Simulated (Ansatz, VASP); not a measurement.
# BiTe in VASP and in Ansatz

```
CELL_PARAMETERS angstrom
0.00000 3.23500 3.23500
3.23500 0.00000 3.23500
3.23500 3.23500 0.00000
ATOMIC_POSITIONS crystal
Bi 0.00000 0.00000 0.00000
Te 0.50000 0.50000 0.50000
```

Alike in both runs: task relaxation of cell and atoms; functional PBE; k mesh 7 × 7 × 7; occupations fermi-dirac, width 0.05 eV; no spin polarisation.

|  | VASP | Ansatz |
| --- | --- | --- |
| version | VASP 6.6.1 | Ansatz 0.2.0 |
| potentials or method | VASP PAW PBE potentials, release 64 (Bi_d, Te) | Ansatz PAW |
| plane-wave cutoff (eV) | 600 | 420 |
| valence electrons in the cell | 21 | 31 |

```tsv
	VASP	Ansatz	Ansatz less VASP
gap on the k mesh at the Fermi level, each at its own relaxed structure (eV)	none	none	-
relaxed volume (Å³/atom)	34.48	34.51	+0.031
relaxed cell length with the largest relative difference (Å)	4.603	4.604	+0.0014
energy change over the relaxation (meV/atom)	-2	-2	-0.1
```

A gap of «none» marks a metal or a gap that the smearing closes. The two sets of potentials don't hold the same shells in valence.

Caveats: spin-orbit coupling is left out, which moves the levels of the heavy elements; the plane-wave basis is chosen anew once the cell has moved, so the energies of steps on either side of that aren't comparable (Ansatz). Zero-point motion and thermal expansion aren't in these numbers. PBE usually gives volumes a little too large and moduli too small.
